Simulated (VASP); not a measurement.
# SiC: band gap, by SMBJ

SiC, F-43m (no. 216), 2 atoms in the cell. LMBJ; PAW potentials Si, C (PBE set).

| SMBJ | Gap on the mesh (eV) | Time (s) |
|---|---|---|
| 1.0 | 2.47 | 11 |
| 1.5 | 2.46 | 12 |
| 2.0 | 2.46 | 14 |
| 3.0 | 2.46 | 23 |
| 4.0 | 2.46 | 34 |

## Input of the first row

INCAR.step1:
```
PREC = Accurate ; ENCUT = 520
EDIFF = 1E-5 ; ISMEAR = 0
SIGMA = 0.02 ; LREAL = F
LASPH = T ; GGA_COMPAT = F
ALGO = Normal ; NELM = 150
ISIF = 2 ; LWAVE = T
LCHARG = F ; GGA = PE
NBANDS = 11 ; KPAR = 2
```

INCAR.step2:
```
PREC = Accurate ; ENCUT = 520
EDIFF = 1E-6 ; ISMEAR = 0
SIGMA = 0.02 ; LREAL = F
LASPH = T ; GGA_COMPAT = F
ALGO = Normal ; NELM = 300
ISIF = 0 ; LWAVE = F
LCHARG = F ; ISTART = 1
METAGGA = LMBJ ; SMBJ = 1.0
NBANDS = 11 ; LMIXTAU = T
KPAR = 2
```

KPOINTS:
```
k-points
0
Gamma
  9 9 9
```

KPOINTS_OPT:
```
path GXWKGLUWLK,UX
10
line-mode
reciprocal
 0.0000000000  0.0000000000  0.0000000000  G
 0.5000000000  0.0000000000  0.5000000000  X

 0.5000000000  0.0000000000  0.5000000000  X
 0.5000000000  0.2500000000  0.7500000000  W

 0.5000000000  0.2500000000  0.7500000000  W
 0.3750000000  0.3750000000  0.7500000000  K

 0.3750000000  0.3750000000  0.7500000000  K
 0.0000000000  0.0000000000  0.0000000000  G

 0.0000000000  0.0000000000  0.0000000000  G
 0.5000000000  0.5000000000  0.5000000000  L

 0.5000000000  0.5000000000  0.5000000000  L
 0.6250000000  0.2500000000  0.6250000000  U

 0.6250000000  0.2500000000  0.6250000000  U
 0.5000000000  0.2500000000  0.7500000000  W

 0.5000000000  0.2500000000  0.7500000000  W
 0.5000000000  0.5000000000  0.5000000000  L

 0.5000000000  0.5000000000  0.5000000000  L
 0.3750000000  0.3750000000  0.7500000000  K

 0.6250000000  0.2500000000  0.6250000000  U
 0.5000000000  0.0000000000  0.5000000000  X
```

POSCAR:
```
SiC
1.0
    0.0000000000      2.1790000000      2.1790000000
    2.1790000000      0.0000000000      2.1790000000
    2.1790000000      2.1790000000      0.0000000000
Si C
1 1
Direct
    0.0000000000      0.0000000000      0.0000000000
    0.7500000000      0.7500000000      0.7500000000
```

Commands (each step's output is kept before the next begins):
```
cat potpaw_PBE.64/Si/POTCAR potpaw_PBE.64/C/POTCAR > POTCAR
cp INCAR.step1 INCAR
mpirun -np 2 vasp_std > vasp.out
cp INCAR.step2 INCAR
mpirun -np 2 vasp_std > vasp.out
```

Changes of the last row against the first:
```
(step 2)
- SMBJ = 1.0
+ SMBJ = 4.0
```

VASP 6.6.1 took 11 s on 2 cores (Intel Xeon 6975P-C (Granite Rapids)), a shared host.
